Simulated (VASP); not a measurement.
# KI (Fm-3m) in VASP: a series of runs

Aim: see how the results for KI move with the level of theory and the settings. Levels: r2SCAN, PBE. Tasks: single point.

All numbers are computed with VASP 6.6.1; they aren't measurements. Logs are shortened: lines on timing, memory, paths and dates and some standing lists are left out, and cuts for length are marked.

**Experimental background.**

A printed reference work, monograph reports, for a bulk crystal of KI: band gap 6.32 eV.

The runs below are set against these values where they give the same quantity.

## 1. The cell of the first run

The structure is cubic, space group Fm-3m (No. 225). The conventional cell has a = 7.089 Å, b = 7.089 Å, c = 7.089 Å, α = 90.00°, β = 90.00°, γ = 90.00°. K (site symmetry m-3m) has 6 I at 3.54 Å within 4.7 Å. Within 4.7 Å of I (site symmetry m-3m) lie 6 K at 3.54 Å.

## 2. Single point, r2SCAN

POSCAR

```
KI
1.0
    0.0000000000      3.5445661619      3.5445661619
    3.5445661619      0.0000000000      3.5445661619
    3.5445661619      3.5445661619      0.0000000000
K I
1 1
Direct
    0.0000000000      0.0000000000      0.0000000000
    0.5000000000      0.5000000000      0.5000000000
```

INCAR.step1

```
  PREC = Accurate
  ENCUT = 520
  ISMEAR = 0
  SIGMA = 0.01
  LREAL = F
  LASPH = T
  NELM = 80
  NBANDS = 15
  GGA = PE
  ALGO = Normal
  EDIFF = 1E-4
  LWAVE = T
  LCHARG = F
```

INCAR.step2

```
  PREC = Accurate
  ENCUT = 520
  EDIFF = 1E-6
  ISMEAR = 0
  SIGMA = 0.01
  LREAL = F
  LASPH = T
  NELM = 80
  ALGO = Normal
  ISIF = 2
  LWAVE = F
  LCHARG = F
  METAGGA = R2SCAN
  LMIXTAU = T
  NBANDS = 15
  ISTART = 1
```

KPOINTS

```
regular mesh
0
Gamma
  4 4 4
```

Potentials or basis: VASP PAW PBE potentials, release 64 (K_sv, I).

Launch:

```
> cat potpaw_PBE.64/K_sv/POTCAR potpaw_PBE.64/I/POTCAR > POTCAR
> cp INCAR.step1 INCAR
> mpirun -np 1 vasp_std > vasp.out
> cp INCAR.step2 INCAR
> mpirun -np 1 vasp_std > vasp.out
```

OUTCAR:

```text
PREC = Accurate
   ENCUT = 520
   EDIFF = 1E-6
   ISMEAR = 0
   LREAL = F
   LASPH = T
   NELM = 80
   ISIF = 2
   METAGGA = R2SCAN
   ISTART = 1

 ion  position               nearest neighbor table
   1  0.000  0.000  0.000-   2 3.54   2 3.54   2 3.54   2 3.54   2 3.54   2 3.54
   2  0.500  0.500  0.500-   1 3.54   1 3.54   1 3.54   1 3.54   1 3.54   1 3.54

  LATTYP: Found a face centered cubic cell.
 ALAT       =     7.0891323238

  Lattice vectors:

 A1 = (   0.0000000000,   3.5445661619,   3.5445661619)
 A2 = (   3.5445661619,   0.0000000000,   3.5445661619)
 A3 = (   3.5445661619,   3.5445661619,   0.0000000000)

Analysis of symmetry for initial positions (statically):
=====================================================================
 Subroutine PRICEL returns:
 Original cell was already a primitive cell.

 Routine SETGRP: Setting up the symmetry group for a
 face centered cubic supercell.

 Subroutine GETGRP returns: Found 48 space group operations
 (whereof 48 operations were pure point group operations)
 out of a pool of 48 trial point group operations.

The static configuration has the point symmetry O_h .

Analysis of symmetry for dynamics (positions and initial velocities):
=====================================================================
 Subroutine PRICEL returns:
 Original cell was already a primitive cell.

 Routine SETGRP: Setting up the symmetry group for a
 face centered cubic supercell.

 Subroutine GETGRP returns: Found 48 space group operations
 (whereof 48 operations were pure point group operations)
 out of a pool of 48 trial point group operations.

The dynamic configuration has the point symmetry O_h .

 Subroutine INISYM returns: Found 48 space group operations
 (whereof 48 operations are pure point group operations),
 and found     1 'primitive' translations

----------------------------------------------------------------------------------------

                                     Primitive cell

  volume of cell :      89.0675

  direct lattice vectors                    reciprocal lattice vectors
     0.000000000  3.544566162  3.544566162    -0.141060987  0.141060987  0.141060987
     3.544566162  0.000000000  3.544566162     0.141060987 -0.141060987  0.141060987
     3.544566162  3.544566162  0.000000000     0.141060987  0.141060987 -0.141060987

  length of vectors
     5.012773539  5.012773539  5.012773539     0.244324796  0.244324796  0.244324796

  position of ions in fractional coordinates (direct lattice)
     0.000000000  0.000000000  0.000000000
     0.500000000  0.500000000  0.500000000

  ion indices of the primitive-cell ions
   primitive index   ion index
                 1           1
                 2           2

----------------------------------------------------------------------------------------

 KPOINTS: regular mesh

Automatic generation of k-mesh.
 Grid dimensions read from file:
 generate k-points for:    4    4    4

 Generating k-lattice:

  Cartesian coordinates                     Fractional coordinates (reciprocal lattice)
    -0.035265247  0.035265247  0.035265247     0.250000000  0.000000000  0.000000000
     0.035265247 -0.035265247  0.035265247     0.000000000  0.250000000  0.000000000
     0.035265247  0.035265247 -0.035265247     0.000000000  0.000000000  0.250000000

  Length of vectors
     0.061081199  0.061081199  0.061081199

  Shift w.r.t. Gamma in fractional coordinates (k-lattice)
     0.000000000  0.000000000  0.000000000

 Subroutine IBZKPT returns following result:
 ===========================================

 Found      8 irreducible k-points:

 Following reciprocal coordinates:
            Coordinates               Weight
  0.000000  0.000000  0.000000      1.000000
  0.250000  0.000000  0.000000      8.000000
  0.500000  0.000000  0.000000      4.000000
  0.250000  0.250000  0.000000      6.000000
  0.500000  0.250000  0.000000     24.000000
 -0.250000  0.250000  0.000000     12.000000
  0.500000  0.500000  0.000000      3.000000
 -0.250000  0.500000  0.250000      6.000000
   k-points           NKPTS =      8   k-points in BZ     NKDIM =      8   number of bands    NBANDS=     15
   number of dos      NEDOS =    301   number of ions     NIONS =      2
   total plane-waves  NPLWV =  64000
   dimension x,y,z NGX =    40 NGY =   40 NGZ =   40
   dimension x,y,z NGXF=    80 NGYF=   80 NGZF=   80
   ions per type =               1   1
   NGX,Y,Z   is equivalent  to a cutoff of  13.27, 13.27, 13.27 a.u.
   NGXF,Y,Z  is equivalent  to a cutoff of  26.53, 26.53, 26.53 a.u.
 SYSTEM =  unknown system
   PREC   = accura    normal or accurate (medium, high low for compatibility)
   ISTART =      1    job   : 0-new  1-cont  2-samecut
   ICHARG =      0    charge: 1-file 2-atom 10-const
   ISPIN  =      1    spin polarized calculation?
   LNONCOLLINEAR =      F non collinear calculations
   LSORBIT =      F    spin-orbit coupling
   LASPH  =      T    aspherical Exc in radial PAW
   ENCUT  =  520.0 eV  38.22 Ry    6.18 a.u.   9.32  9.32  9.32*2*pi/ulx,y,z
   NELM   =     80;   NELMIN=  2; NELMDL=  0     # of ELM steps
   EDIFF  = 0.1E-05   stopping-criterion for ELM
   LREAL  =      F    real-space projection
[... 7 lines left out ...]
   TEBEG  =    0.0;   TEEND  =   0.0 temperature during run
   PSTRESS=    0.0 pullay stress
   NELECT =      16.0000    total number of electrons
   NUPDOWN=      -1.0000    fix difference up-down
   EMIN   =  10.00;   EMAX   =-10.00  energy-range for DOS
   EFERMI =   0.00;   METHOD = LEGACY
   ISMEAR =     0;   SIGMA  =   0.01  broadening in eV -4-tet -1-fermi 0-gaus
   EFERMI_NEDOS =   21; number of points for ismear=-14 and -15
   IALGO  =     38    algorithm
   IMIX   =      4    mixing-type and parameters
     AMIX     =   0.40;   BMIX     =  1.00
     AMIX_MAG =   1.60;   BMIX_MAG =  1.00
  volume/ion in A,a.u.               =      44.53       300.53
  Fermi-wavevector in a.u.,A,eV,Ry     =   0.923723  1.745583 11.609363  0.853264
  Thomas-Fermi vector in A             =   2.049391
   LORBIT       =      0    0 simple, 1 ext, 2 COOP (PROOUT), +10 PAW based schemes
   METAGGA = R2SCAN    functional components
   LHFCALC =     F    Hartree Fock is set to
   AEXX    =    0.0000 exact exchange contribution
   IVDW    =     0    specifies the selected vdW correction
   LEPSILON=     F    determine dielectric tensor
   LRPA    =     F    only Hartree local field effects (RPA)
 non-spin polarized calculation
 Gauss-broadening in eV      SIGMA  =   0.01
  energy-cutoff  :      520.00
  volume of cell :       89.07
 maximum number of plane-waves:      2421
 NGX is ok and might be reduce to    40
   NGX = 19   NGY = 19   NGZ = 19

 number of electron      15.9999999 magnetization

 Free energy of the ion-electron system (eV)
  ---------------------------------------------------
  ext. energy  EPLUGINS =         0.00000000
  ---------------------------------------------------
  free energy    TOTEN  =       -33.98369489 eV

  energy without entropy =      -33.98369489  energy(sigma->0) =      -33.98369489

 E-fermi :  -0.6584     XC(G=0):  -7.4757

 val. band max:       -0.8059070617   @ k =   0.0000   0.0000   0.0000
 cond. band min:       3.7759972867   @ k =   0.0000   0.0000   0.0000
 fundamental gap:      4.5819043483
 Fermi energy:        -0.6583545230

 k-point     1 :       0.0000    0.0000    0.0000
  band No.  band energies     occupation
      1     -30.4831      2.00000
      2     -13.1970      2.00000
      3     -13.1970      2.00000
      4     -13.1970      2.00000
      5     -11.6031      2.00000
      6      -0.8059      2.00000
      7      -0.8059      2.00000
      8      -0.8059      2.00000
      9       3.7760      0.00000
     10       6.2469      0.00000
     11       6.2469      0.00000
     12       6.2469      0.00000
     13       7.0913      0.00000
     14       7.0913      0.00000
     15       9.4461      0.00000

 k-point     2 :       0.2500    0.0000    0.0000
  band No.  band energies     occupation
      1     -30.4822      2.00000
      2     -13.2716      2.00000
      3     -13.1979      2.00000
      4     -13.1979      2.00000
      5     -11.4609      2.00000
      6      -1.5417      2.00000
      7      -0.9768      2.00000
      8      -0.9768      2.00000
      9       4.8299      0.00000
     10       6.3020      0.00000
     11       6.8824      0.00000
     12       6.8824      0.00000
     13       7.7971      0.00000
     14       7.7971      0.00000
     15      10.2657      0.00000

 k-point     3 :       0.5000    0.0000    0.0000
  band No.  band energies     occupation
      1     -30.4813      2.00000
      2     -13.3370      2.00000
      3     -13.1988      2.00000
      4     -13.1988      2.00000
      5     -11.3250      2.00000
      6      -2.1026      2.00000
      7      -1.1331      2.00000
      8      -1.1331      2.00000
      9       5.2056      0.00000
     10       7.4996      0.00000
     11       7.9401      0.00000
     12       7.9401      0.00000
     13       8.6009      0.00000
     14       8.6009      0.00000
     15       9.3917      0.00000

 k-point     4 :       0.2500    0.2500    0.0000
  band No.  band energies     occupation
      1     -30.4819      2.00000
      2     -13.2511      2.00000
      3     -13.2054      2.00000
      4     -13.2054      2.00000
      5     -11.4696      2.00000
      6      -1.5686      2.00000
      7      -1.0109      2.00000
      8      -1.0109      2.00000
      9       5.1242      0.00000
     10       5.2014      0.00000
     11       7.4959      0.00000
     12       7.6966      0.00000
     13       7.6966      0.00000
     14       7.9556      0.00000
     15      10.2144      0.00000

 k-point     5 :       0.5000    0.2500    0.0000
  band No.  band energies     occupation
      1     -30.4810      2.00000
      2     -13.2822      2.00000
      3     -13.2143      2.00000
      4     -13.2064      2.00000
      5     -11.3870      2.00000
      6      -1.8247      2.00000
      7      -1.3431      2.00000
      8      -1.1545      2.00000
      9       5.3499      0.00000
     10       6.5428      0.00000
     11       7.1479      0.00000
     12       8.1381      0.00000
     13       8.6270      0.00000
     14       8.9827      0.00000
     15       9.7496      0.00000

 k-point     6 :      -0.2500    0.2500    0.0000
  band No.  band energies     occupation
      1     -30.4813      2.00000
      2     -13.2937      2.00000
      3     -13.2158      2.00000
      4     -13.1989      2.00000
      5     -11.3779      2.00000
      6      -1.8093      2.00000
      7      -1.3048      2.00000
      8      -1.1240      2.00000
      9       5.9247      0.00000
     10       6.2147      0.00000
     11       7.0638      0.00000
     12       7.5196      0.00000
     13       8.4914      0.00000
     14       8.8209      0.00000
     15       9.7869      0.00000

 k-point     7 :       0.5000    0.5000    0.0000
  band No.  band energies     occupation
      1     -30.4807      2.00000
      2     -13.2391      2.00000
      3     -13.2141      2.00000
      4     -13.2141      2.00000
      5     -11.4526      2.00000
      6      -1.8095      2.00000
      7      -1.1746      2.00000
      8      -1.1746      2.00000
      9       4.5832      0.00000
     10       5.6668      0.00000
     11       8.0184      0.00000
     12       8.5885      0.00000
     13       8.7095      0.00000
     14       9.5212      0.00000
     15       9.5212      0.00000

 k-point     8 :      -0.2500    0.5000    0.2500
  band No.  band energies     occupation
      1     -30.4807      2.00000
      2     -13.2447      2.00000
      3     -13.2265      2.00000
      4     -13.2265      2.00000
      5     -11.3960      2.00000
      6      -1.5351      2.00000
      7      -1.5351      2.00000
      8      -1.3892      2.00000
      9       6.1580      0.00000
     10       6.1580      0.00000
     11       6.5482      0.00000
     12       8.1392      0.00000
     13       8.7373      0.00000
     14       9.5603      0.00000
     15      10.0522      0.00000

------------------------ aborting loop because EDIFF is reached ----------------------------------------

  FORCE on cell =-STRESS in cart. coord.  units (eV):
  Direction    XX          YY          ZZ          XY          YZ          ZX
  --------------------------------------------------------------------------------------
  -------------------------------------------------------------------------------------
  Total        0.0130932      0.0130932      0.0130932      0.0000000      0.0000000      0.0000000
  in kB        0.2355253      0.2355253      0.2355253      0.0000000      0.0000000      0.0000000
  external PRESSURE =       0.2355253 kB  Pullay stress =       0.0000000 kB

 VOLUME and BASIS-vectors are now :
 -----------------------------------------------------------------------------
  energy-cutoff  :      520.00
  volume of cell :       89.07
      direct lattice vectors                 reciprocal lattice vectors
     0.000000000  3.544566162  3.544566162    -0.141060987  0.141060987  0.141060987
     3.544566162  0.000000000  3.544566162     0.141060987 -0.141060987  0.141060987
     3.544566162  3.544566162  0.000000000     0.141060987  0.141060987 -0.141060987

 POSITION                                       TOTAL-FORCE (eV/Angst)
 -----------------------------------------------------------------------------------
      0.00000      0.00000      0.00000        -0.000000     -0.000000     -0.000000
      3.54457      3.54457      3.54457         0.000000      0.000000      0.000000
 -----------------------------------------------------------------------------------
    total drift:                                0.000000     -0.000000     -0.000000

  FREE ENERGIE OF THE ION-ELECTRON SYSTEM (eV)
  ---------------------------------------------------
  free  energy   TOTEN  =       -33.9836948911 eV

  energy  without entropy=      -33.9836948911  energy(sigma->0) =      -33.98369489
```

Run time: 62 s. Hardware: 1 thread of AMD EPYC 7R13 (Zen 3), shared host; peak memory 0.22 GiB.

Results:

| Property | Result |
| --- | --- |
| Free energy | -33.9837 eV |
| Pressure | 0.0 GPa |
| Band gap on the k mesh | 4.58 eV, direct |

Caveat: the PAW data sets were made with another functional, which shifts forces and pressure a little; spin-orbit coupling is left out, which moves the levels of the heavy elements.

## 3. Single point, PBE

INCAR

```
  PREC = Accurate
  ENCUT = 520
  EDIFF = 1E-6
  ISMEAR = 0
  SIGMA = 0.01
  LREAL = False
  LASPH = True
  NELM = 100
  ALGO = Normal
  ISIF = 2
  LWAVE = False
  LCHARG = False
  GGA = PE
  NBANDS = 15
```

KPOINTS

```
Automatic mesh
0
Gamma
  6 6 6
```

POSCAR is that of step 2.

Potentials or basis: VASP PAW PBE potentials, release 64 (K_sv, I).

Launch:

```
> cat potpaw_PBE.64/K_sv/POTCAR potpaw_PBE.64/I/POTCAR > POTCAR
> mpirun -np 1 vasp_std > vasp.out
```

Run time: 24 s. Hardware: 1 thread of AMD EPYC 7R13 (Zen 3), shared host; peak memory 0.21 GiB.

The run converged. Its results:

```yaml
Free_energy: -5.5595 eV
Pressure: 0.5 GPa
Band_gap_on_the_k_mesh: 3.94 eV, direct
```

Levels at points of the mesh, in eV from the valence-band top:
| k point | band 5 | band 6 | band 7 | band 8 | band 9 | band 10 | band 11 | band 12 |
| --- | --- | --- | --- | --- | --- | --- | --- | --- |
| (0.00, 0.00, 0.00) | -10.49 | 0.00 | 0.00 | 0.00 | 3.94 | 6.50 | 6.50 | 6.50 |
| (0.50, 0.00, 0.00) | -10.22 | -1.30 | -0.33 | -0.33 | 5.51 | 7.68 | 8.12 | 8.12 |
| (0.50, 0.50, 0.00) | -10.35 | -0.98 | -0.36 | -0.36 | 4.95 | 5.74 | 8.09 | 8.68 |

Caveat: spin-orbit coupling is left out, which moves the levels of the heavy elements.

## 4. Single point, r2SCAN

POSCAR is that of step 3.

INCAR.step1

```
ALGO = Normal ; EDIFF = 1E-4
ENCUT = 520 ; GGA = PE
ISMEAR = 0 ; LASPH = T
LCHARG = F ; LREAL = F
LWAVE = T ; NBANDS = 15
NELM = 100 ; PREC = Accurate
SIGMA = 0.01
```

INCAR.step2

```
ALGO = Normal ; EDIFF = 1E-6
ENCUT = 520 ; ISIF = 2
ISMEAR = 0 ; ISTART = 1
LASPH = T ; LCHARG = F
LMIXTAU = T ; LREAL = F
LWAVE = F ; METAGGA = R2SCAN
NBANDS = 15 ; NELM = 100
PREC = Accurate ; SIGMA = 0.01
```

KPOINTS

```
k-points
0
Gamma
  6 6 6
```

Launch:

```
> cat potpaw_PBE.64/K_sv/POTCAR potpaw_PBE.64/I/POTCAR > POTCAR
> cp INCAR.step1 INCAR
> mpirun -np 1 vasp_std > vasp.out
> cp INCAR.step2 INCAR
> mpirun -np 1 vasp_std > vasp.out
```

Run time: 1.7 min. Hardware: 1 thread of AMD EPYC 7R13 (Zen 3), shared host; peak memory 0.23 GiB.

It converged, with:

| Property | Result |
| --- | --- |
| Free energy | -33.9843 eV |
| Pressure | 0.0 GPa |
| Band gap on the k mesh | 4.58 eV, direct |

Levels at points of the mesh, in eV from the valence-band top:
```tsv
k point	band 4	band 5	band 6	band 7	band 8	band 9	band 10	band 11	band 12	band 13
(0.00, 0.00, 0.00)	-12.39	-10.80	0.00	0.00	0.00	4.58	7.05	7.05	7.05	7.90
(0.50, 0.00, 0.00)	-12.39	-10.52	-1.30	-0.33	-0.33	6.01	8.31	8.75	8.75	9.41
(0.50, 0.50, 0.00)	-12.41	-10.65	-1.00	-0.37	-0.37	5.39	6.47	8.82	9.39	9.52
```

Caveat: the PAW data sets were made with another functional, which shifts forces and pressure a little; spin-orbit coupling is left out, which moves the levels of the heavy elements.

## 5. The runs side by side

```csv
level,k mesh,gap on the mesh (eV),pressure (GPa)
r2SCAN,4 × 4 × 4,4.58,0.0
PBE,6 × 6 × 6,3.94,0.5
r2SCAN,6 × 6 × 6,4.58,0.0
```

Alike in all rows: task single point; potentials or basis VASP PAW PBE potentials, release 64 (K_sv, I); no spin polarisation; cell as given; cutoff (eV) 520; smearing gaussian 0.01 eV.

On the cell as given the gap runs from 3.94 eV (PBE) to 4.58 eV (r2SCAN); the meshes differ, which moves gaps too. The pressure there spans 0.0 GPa (r2SCAN) to 0.5 GPa (PBE); a positive pressure means that this level wants a larger cell, a negative one a smaller.

Caveats: spin-orbit coupling is left out, which moves the levels of the heavy elements; the PAW data sets were made with another functional, which shifts forces and pressure a little (some runs).

Total energies depend on the potentials used, so only differences within one code and one set of settings carry meaning.

## 6. Comparison with measurements

Step 2. Measured gap of KI: 6.32 eV (a printed reference work, monograph). This calculation gives 4.58 eV (-1.74 eV). Spin-orbit coupling on I is left out. The value is that of r2SCAN, without temperature or zero-point motion.

Step 3. Measured gap of KI: 6.32 eV (a printed reference work, monograph). This calculation gives 3.94 eV (-2.38 eV). Spin-orbit coupling on I is left out. The value is that of PBE, without temperature or zero-point motion. Semilocal functionals fall short of measured gaps as a rule.

Step 4. Measured gap of KI: 6.32 eV (a printed reference work, monograph). This calculation gives 4.58 eV (-1.74 eV). Spin-orbit coupling on I is left out. The value is that of r2SCAN, without temperature or zero-point motion.
